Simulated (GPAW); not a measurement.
# P K-edge XANES of zinc-blende (GaP)₁₋ₓ(InP)ₓ at x = 1, part 2 of 2

What does the P K edge look like in zinc-blende (GaP)₁₋ₓ(InP)ₓ at x = 1?

GPAW 26.7.0; X-ray absorption from dipole matrix elements to empty bands, plane-wave PAW PBE.

So far. Step 2 (Ground state of the crystal): The mesh shows a gap of 0.68 eV. The excited electron is kept all the same, so that all members of the series, with or without a gap, are treated alike.

### 4. Spectrum with XCH, P atom 2

The holes are 8.3 Å apart. In GPAW the data set carries the hole's charge, so charge=0 means a charged cell and charge=-1 a neutral one. The excited electron is kept in the cell, where it fills the lowest empty states and screens the hole. After the field has converged, empty bands are computed with the density fixed and the dipole matrix elements are summed.

The absorber has 4 In at 2.54 Å (tetrahedral).

Input file xas.py:

```python
import numpy as np
from ase import Atoms
from ase.parallel import parprint, paropen
from gpaw import GPAW, PW, FermiDirac, Mixer, MixerDif, setup_paths
from gpaw.test import gen
setup_paths.insert(0, '.')
gen('P', name='fch1s', xcname='PBE', corehole=(1, 0, 1), write_xml=True)
from gpaw.mpi import world
world.barrier()

atoms = Atoms('InPInPInPInPInPInPInPInP',
    cell=[[0, 5.869, 5.869],
     [5.869, 0, 5.869],
     [5.869, 5.869, 0]],
    scaled_positions=[[0, 0, 0],
     [0.125, 0.125, 0.125],
     [0, 0, 0.5],
     [0.125, 0.125, 0.625],
     [0, 0.5, 0],
     [0.125, 0.625, 0.125],
     [0, 0.5, 0.5],
     [0.125, 0.625, 0.625],
     [0.5, 0, 0],
     [0.625, 0.125, 0.125],
     [0.5, 0, 0.5],
     [0.625, 0.125, 0.625],
     [0.5, 0.5, 0],
     [0.625, 0.625, 0.125],
     [0.5, 0.5, 0.5],
     [0.625, 0.625, 0.625]],
    pbc=True)
atoms.calc = calc = GPAW(legacy_gpaw=True, mode=PW(400, force_complex_dtype=True), xc='PBE', setups={1: 'fch1s'},
    kpts={'size': (3, 3, 3), 'gamma': True}, occupations=FermiDirac(0.04),
    charge=-1, mixer=Mixer(0.1, 5, 50), maxiter=150,
    convergence={'density': 0.0001, 'eigenstates': 1e-6}, txt='scf.txt')
energy = atoms.get_potential_energy() + calc.get_reference_energy()
ef = calc.get_fermi_level()
out = dict(energy=energy, fermi=ef, forces=atoms.get_forces().tolist())
parprint(f'all-electron energy {energy:.4f} eV, Fermi level {ef:.4f} eV')
ev = np.array([[calc.get_eigenvalues(k, s) for k in range(len(calc.get_ibz_k_points()))] for s in range(calc.get_number_of_spins())])
out['homo'], out['lumo'], out['counts'] = ev[ev < ef].max(), ev[ev > ef].min(), sorted(set((ev < ef).sum((0, 2)).tolist()))
out['filled'] = (ev[:, 0] < ef).sum(1).tolist()

from ase.units import Ha
from gpaw.xas import dipole_matrix_elements
nb = int(calc.get_number_of_electrons() / 2) + 206
top, nb = nb, nb + 8 + nb // 12
nscf = calc.fixed_density(kpts={'size': (4, 4, 4), 'gamma': True}, nbands=nb,
    convergence={'bands': top, 'eigenstates': 5e-3}, maxiter=60, txt='nscf.txt')
cell = atoms.cell.array
ops = [cell.T @ U.T @ np.linalg.inv(cell.T) for U in nscf.wfs.kd.symmetry.op_scc]
filled = [72]  # bands filled in the ground state, by spin
E = np.arange(-6, 30, 0.1)
fwhm = np.interp(E, [4, 25], [0.9, 3.5])
Y, X, zero, highest = 0, 0, 1e9, 1e9
for spin in range(nscf.get_number_of_spins()):
    wfs = nscf.wfs
    mine = wfs.bd.get_slice()  # this rank's bands
    A = dipole_matrix_elements(wfs.setups[1])
    eps = np.zeros((wfs.kd.nibzkpts, nb))
    d = np.zeros((3, A.shape[1], wfs.kd.nibzkpts, nb), complex)
    for kpt in wfs.kpt_u:
        if kpt.s == spin and 1 in kpt.P_ani:
            eps[kpt.k, mine] = kpt.eps_n * Ha
            d[:, :, kpt.k, mine] = (kpt.weight * wfs.nspins / 2) ** 0.5 * np.inner(A, kpt.P_ani[1])
    world.sum(eps)
    world.sum(d)
    T = np.einsum('amkn,bmkn->abkn', d, d.conj()).real
    T = sum(np.einsum('ai,ijkn,bj->abkn', R, T, R) for R in ops) / len(ops)
    empty = np.ones_like(eps, bool) & (np.arange(nb) >= filled[spin])
    zero, highest = min(zero, eps[empty].min()), min(highest, eps[:, top - 1].min())
    lines = [(eps, T, empty)] if spin == 0 else lines + [(eps, T, empty)]
for eps, T, empty in lines:
    f = np.einsum('aakn->akn', T).reshape(3, -1)
    x = eps.ravel() - zero
    w = np.interp(x, E, fwhm) / 2.35482
    g = np.exp(-0.5 * ((E[:, None] - x) / w) ** 2) / (w * (2 * np.pi) ** 0.5)
    Y = Y + (f * empty.ravel()) @ g.T
    X = X + (f * ~empty.ravel()) @ g.T
out.update(E=E.round(2).tolist(), xas=Y.tolist(), xes=X.tolist(), zero=zero, valid=highest - zero, nk=len(eps), nb=nb)
for i in range(0, len(E), 10):
    parprint(f'{E[i]:7.2f}', *(f'{v:10.3e}' for v in Y[:, i]))
import json
with paropen('out.json', 'w') as f:
    json.dump(out, f)
```

Command:

```
OMP_NUM_THREADS=1 mpirun -n 4 gpaw python xas.py
```

Numbers of over 12 decimals in the logs are rounded to 6 here.

What it wrote:

```text
Input parameters:
  charge: -1
  convergence: {density: 0.0001,
                eigenstates: 1e-06}
  kpts: {gamma: True,
         size: (3, 3, 3)}
  maxiter: 150
  mixer: {backend: pulay,
          beta: 0.1,
          method: separate,
          nmaxold: 5,
          weight: 50}
  mode: {ecut: 400.0,
         force_complex_dtype: True,
         name: pw}
  occupations: {fixmagmom: False,
                name: fermi-dirac,
                width: 0.04}
  setups: {1: fch1s}
  xc: PBE

Initialize ...

[... PAW data sets ...]

Reference energy: -1352060.638666  # eV

Spin-paired calculation

[... convergence settings ...]
Symmetries present (total): 6
  [... symmetry matrices ...]

27 k-points: 3 x 3 x 3 Monkhorst-Pack grid
6 k-points in the irreducible part of the Brillouin zone
       k-points in crystal coordinates                weights
   0:     0.00000000    0.00000000    0.00000000          1/27
   1:     0.33333333    0.00000000   -0.33333333          6/27
   2:     0.33333333    0.00000000    0.00000000          6/27
   3:     0.33333333    0.33333333   -0.33333333          6/27
   4:     0.33333333    0.33333333    0.00000000          6/27
   5:     0.33333333    0.33333333    0.33333333          2/27

Wave functions: Plane wave expansion
  Cutoff energy: 400.000 eV
  Number of coefficients (min, max): 7311, 7391
  Pulay-stress correction: 0.000000 eV/Ang^3 (de/decut=0.000000)
  Using FFTW library
  Wavefunction extrapolation:
    Improved wavefunction reuse through dual PAW basis

Occupation numbers: Fermi-Dirac:
  width: 0.0400  # eV

Eigensolver
   Davidson(niter=2)

Densities:
  Coarse grid: 40*40*40 grid
  Fine grid: 80*80*80 grid
  Total Charge: 0.000000

Density mixing:
  Method: separate
  Backend: pulay
  Linear mixing parameter: 0.1
  old densities: 5
  Width of damping distribution: 1.1
  Damping of long wavelength oscillations: 50

[... Hamiltonian set-up ...]
Number of atoms: 16
Number of atomic orbitals: 104
Number of bands in calculation: 91
Number of valence electrons: 145
Bands to converge: occupied

... initialized

Initializing position-dependent things.

Density initialized from atomic densities
Creating initial wave functions:
  91 bands from LCAO basis set

                              P

                     P   In
                       P
                In
              P             P
                  In
                   P
         In            In
                     P
              In
            P   In

       In

Atomic positions and initial magnetic moments

Positions:
   0 In     0.000000    0.000000    0.000000    ( 0.0000,  0.0000,  0.0000)
   1 P      1.467250    1.467250    1.467250    ( 0.0000,  0.0000,  0.0000)
   2 In     2.934500    2.934500    0.000000    ( 0.0000,  0.0000,  0.0000)
   3 P      4.401750    4.401750    1.467250    ( 0.0000,  0.0000,  0.0000)
   4 In     2.934500    0.000000    2.934500    ( 0.0000,  0.0000,  0.0000)
   5 P      4.401750    1.467250    4.401750    ( 0.0000,  0.0000,  0.0000)
   6 In     5.869000    2.934500    2.934500    ( 0.0000,  0.0000,  0.0000)
[...]
13 P      4.401750    4.401750    7.336250    ( 0.0000,  0.0000,  0.0000)
  14 In     5.869000    5.869000    5.869000    ( 0.0000,  0.0000,  0.0000)
  15 P      7.336250    7.336250    7.336250    ( 0.0000,  0.0000,  0.0000)

Unit cell:
           periodic     x           y           z      points  spacing
  1. axis:    yes    0.000000    5.869000    5.869000    40     0.1694
  2. axis:    yes    5.869000    0.000000    5.869000    40     0.1694
  3. axis:    yes    5.869000    5.869000    0.000000    40     0.1694

  Lengths:   8.300019   8.300019   8.300019
  Angles:   60.000000  60.000000  60.000000

Effective grid spacing dv^(1/3) = 0.1849

iter:   1   -85.070597
iter:   2   -82.031969   -1.59  -1.12
iter:   3   -78.333032   -1.19  -1.18
iter:   4   -78.644922   -2.03  -1.46
iter:   5   -78.255448   -2.30  -1.46
iter:   6   -78.150970   -2.62  -1.87
iter:   7   -78.145212   -3.46  -2.19
iter:   8   -78.146165c  -4.08  -2.85
iter:   9   -78.144285c  -4.37  -2.76
iter:  10   -78.144300c  -5.28  -3.21
iter:  11   -78.144248c  -6.16c -3.32
iter:  12   -78.144242c  -6.02c -3.44
iter:  13   -78.144246c  -6.23c -3.69
iter:  14   -78.144244c  -7.05c -3.72
iter:  15   -78.144246c  -7.16c -3.81
iter:  16   -78.144253c  -7.20c -3.92
iter:  17   -78.144253c  -7.38c -4.34c

Converged after 17 iterations.

Dipole moment: (-21.867756, -21.867756, -21.867756) |e|*Ang

Energy contributions relative to reference atoms: (reference = -1352060.638666)

Kinetic:       +211.821109
Potential:     -198.908561
External:        +0.000000
XC:             -93.427970
Entropy (-ST):   -0.009939
Local:           +2.376139
SIC:             +0.000000
--------------------------
Free energy:    -78.149222
Extrapolated:   -78.144253

Showing only first 2 kpts
 Kpt  Band  Eigenvalues  Occupancy
  0    70      4.77486    2.00000
  0    71      4.77486    2.00000
  0    72      5.12341    2.00000
  0    73      6.07871    1.99985

  1    70      3.59796    2.00000
  1    71      4.33991    2.00000
  1    72      6.88512    0.00005
[...]
Fermi level: 6.45772

No gap
No difference between direct/indirect transitions

Forces in eV/Ang:
  0 In   -0.38505   -0.38505   -0.38505
  1 P    -0.00002   -0.00002   -0.00002
  2 In    0.38505    0.38505   -0.38506
  3 P     0.00000    0.00000    0.08572
  4 In    0.38505   -0.38506    0.38505
  5 P     0.00000    0.08572    0.00000
  6 In    0.03957   -0.03956   -0.03956
[...]
13 P    -0.00001   -0.00001   -0.08574
 14 In    0.03956    0.03956    0.03956
 15 P    -0.00001   -0.00001   -0.00001
Scalar-relativistic atomic PBE calculation for P (Phosphorus, Z=15)
Core hole in 1s state (1s occupation: 1.0)
450 radial gridpoints.
|------------------------------------------------|
|------------------------------------------------|
[... the atom generator's iteration count ...]

Energy contributions:
-------------------------
Kinetic:     +262.827971
XC:           -18.802338
Potential:   -506.301350
-------------------------
Total:       -262.275717

state      eigenvalue         ekin         rmax
-----------------------------------------------
1s^1.0 :   -82.638549   110.566952        0.067
2s^2.0 :    -7.880838    17.711957        0.400
2p^6.0 :    -6.208215    17.410471        0.328
3s^2.0 :    -0.985623     2.830847        1.423
3p^3.0 :    -0.622564     2.237529        1.549
-----------------------------------------------
(units: Bohr and Hartree)

Generating PAW setup
Kinetic energy of the core from tauc = 251.042791
Cutoffs:
rc(s)=1.800
rc(p)=1.800
rc(d)=1.800
rc(vbar)=1.620
rc(comp)=1.800
rc(nct)=1.800

Kinetic energy of the core states: 250.453690
Charge: 1.0
Core electrons: 9.0
Valence electrons: 5.0
Pseudo-core charge: 0.080239
Shape function alpha=3.086
Pseudo-electron charge 5.484265
state    eigenvalue         norm
--------------------------------
3s(2) :    -0.985623     1.194581
*s    :     0.014377
3p(3) :    -0.622564     1.004954
*p    :     0.377436
*d    :     0.000000
--------------------------------

Diagonalizing with gridspacing h=0.050

state   all-electron     PAW
-------------------------------
3s:      -0.985623    -0.986051
3p:      -0.622564    -0.622827
*d:                   -0.149877
*f:                   -0.018076
-------------------------------
all-electron energy -1352138.7829 eV, Fermi level 6.4577 eV
[...]
27.00  3.124e-06  3.124e-06  3.124e-06
  28.00  3.093e-06  3.093e-06  3.093e-06
  29.00  3.427e-06  3.427e-06  3.427e-06
```

The job ended after 2.6 min (4 MPI ranks of INTEL XEON PLATINUM 8581C at 2.30GHz (Emerald Rapids), shared host; peak memory 0.6 GiB; 10 min of CPU time).

The P K spectrum, P atom 2, excited-electron core hole (neutral cell) (energy from the bottom of the conduction band, which holds the excited electron; intensity scaled to a mean of 1 over the first 20 eV):

```tsv
E (eV)	intensity
-2.0	0.00
-1.4	0.00
-0.8	0.00
-0.2	0.00
0.4	0.11
1.0	0.65
1.6	1.57
2.2	1.78
2.8	1.66
3.4	1.60
4.0	2.09
4.6	1.38
5.2	1.19
5.8	1.32
6.4	1.55
7.0	1.21
7.6	1.08
8.2	1.07
8.8	0.84
9.4	0.60
10.0	0.54
10.6	0.60
11.2	0.73
11.8	0.90
12.4	1.05
13.0	1.11
13.6	1.09
14.2	1.02
14.8	0.93
15.4	0.83
16.0	0.74
16.6	0.65
17.2	0.60
17.8	0.59
18.4	0.62
19.0	0.68
19.6	0.72
20.2	0.75
20.8	0.76
21.4	0.79
22.0	0.84
22.6	0.93
23.2	1.04
23.8	1.12
24.4	1.16
25.0	1.14
25.6	1.08
26.2	1.00
26.8	0.93
27.4	0.90
28.0	0.91
28.6	0.96
```

Main maxima below 24 eV (height): 2.4 eV (1.78), 3.9 eV (2.13), 6.3 eV (1.56) and 13.1 eV (1.11). A K edge sees empty p states on the absorber.

The total-energy difference is 2155.55 eV. One term is added: -15.96 eV, since the hole is spin-paired here and a spin-polarised one costs that much less in the free atom (computed apart). The photon energy is then 2139.59 eV. The functional leaves an error of a few eV in such absolute values.

### 5. Outcome

| Property | Result |
| --- | --- |
| absorber and edge | P K, atom 2 of the ground-state input (counted from 1) |
| surroundings | 4 In at 2.54 Å (tetrahedral) |
| highest intensity below 16 eV | 3.9 eV above the zero, height 2.13 |
| photon energy of the zero, with the added terms | 2139.6 eV (raw 2155.6 eV; uncertain by a few eV) |

In words: The P K edge of atom 2, with 4 In at 2.54 Å (tetrahedral), has its highest intensity of the first 16 eV at 3.9 eV above the zero, near 2143 eV in photon energy (uncertain by a few eV), 2.1 times the mean level of the first 20 eV (Gaussian full width 0.9 eV up to 4 eV, rising linearly to 3.5 eV at 25 eV). The mesh is coarse (0.23 Å⁻¹ between points), so small maxima may be mesh ripples.

[Banner, clock and machine lines of the logs are left out without a mark of their own.]

[Logs are printed without paths, hosts, clocks, repeated set-up lines and the standing remarks that a program may print on its own settings, such as how far it seeks lower states.]

[Hosts, paths, dates, database ids (printed as entryN), source tags and the programs' standing remarks are cut or masked in the printed files.]

[Lists of maxima count a maximum above −3 eV only where it reaches 4 % of the highest in the window and stands out from its surroundings by 2 % of it (1.5 % where it reaches 55 %); shoulders and weaker maxima are passed over, and of the rest the first, up to two pre-edge ones and the few strongest are named.]
